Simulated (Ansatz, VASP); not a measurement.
## Hf2Si in VASP and in Ansatz

INCAR

```
SYSTEM = Hf2Si
PREC = Accurate ; ENCUT = 520
EDIFF = 1E-6 ; ISMEAR = 0
SIGMA = 0.4 ; LREAL = .False.
LASPH = .True. ; NELM = 60
ALGO = Normal ; ISIF = 2
LWAVE = .False. ; LCHARG = .True.
GGA = PS ; LELF = .True.
LVHAR = .True. ; NBANDS = 33
```

Contents of KPOINTS:

```
Automatic mesh
0
Gamma
  5 5 5
  0 0 0
```

Contents of POSCAR:

```
Hf2Si
1.0
   -3.2753522240      3.2753522240      2.5828233930
    3.2753522240     -3.2753522240      2.5828233930
    3.2753522240      3.2753522240     -2.5828233930
Hf Si
4 2
Direct
    0.8435136200      0.6564863800      0.5000000000
    0.3435136200      0.8435136200      0.1870272400
    0.1564863800      0.3435136200      0.5000000000
    0.6564863800      0.1564863800      0.8129727600
    0.7500000000      0.7500000000      0.0000000000
    0.2500000000      0.2500000000      0.0000000000
```

Input for Ansatz:

```yaml
crystal:
  lattice:
    - [-3.275352224, 3.275352224, 2.582823393]
    - [3.275352224, -3.275352224, 2.582823393]
    - [3.275352224, 3.275352224, -2.582823393]
  atoms:
    - { symbol: Hf, position: [0.84351362, 0.65648638, 0.5] }
    - { symbol: Hf, position: [0.34351362, 0.84351362, 0.18702724] }
    - { symbol: Hf, position: [0.15648638, 0.34351362, 0.5] }
    - { symbol: Hf, position: [0.65648638, 0.15648638, 0.81297276] }
    - { symbol: Si, position: [0.75, 0.75, 0.0] }
    - { symbol: Si, position: [0.25, 0.25, 0.0] }
basis:
  ecutwfc: 420
kpoints:
  mp_grid: { grid: [5, 5, 5] }
hamiltonian:
  xc: pbesol
scf:
  occupations: { method: gaussian, width: 0.4 }
output:
  forces: true
  stress: true
  eigenvalues: true
```

Alike in both runs: task single point; functional PBEsol; k mesh 5 × 5 × 5; occupations gaussian, width 0.4 eV; no spin polarisation.

|  | VASP | Ansatz |
| --- | --- | --- |
| version | VASP 6.6.1 | Ansatz 0.2.0 |
| potentials or method | VASP PAW PBE potentials, release 64 (Hf_pv, Si) | scalar-relativistic, plane waves, PAW |
| plane-wave cutoff (eV) | 520 | 420 |
| valence electrons in the cell | 48 | 112 |

Ansatz gave:

| Item | Value |
| --- | --- |
| gap on the k mesh at the Fermi level (eV) | none |
| pressure (GPa) | -2.3 |
| largest component of the traceless stress (GPa) | 0.28 |
| rms of the force components (eV/Å) | 0.050 |

Question: What did VASP give for the same quantities?

Answer: gap on the k mesh at the Fermi level (eV): none; pressure (GPa): -2.5; largest component of the traceless stress (GPa): 0.26; rms of the force components (eV/Å): 0.046.

Atom by atom the forces differ by 0.004 eV/Å (rms over components). A gap of «none» marks a metal or a gap that the smearing closes. The functional is the same, so the differences come from potentials, cutoffs and numerics. The two sets of potentials don't hold the same shells in valence.

Caveats: the PAW data sets were made with another functional, which shifts forces and pressure a little (VASP). The runs have no spin-orbit coupling, so splittings on Hf are missing.
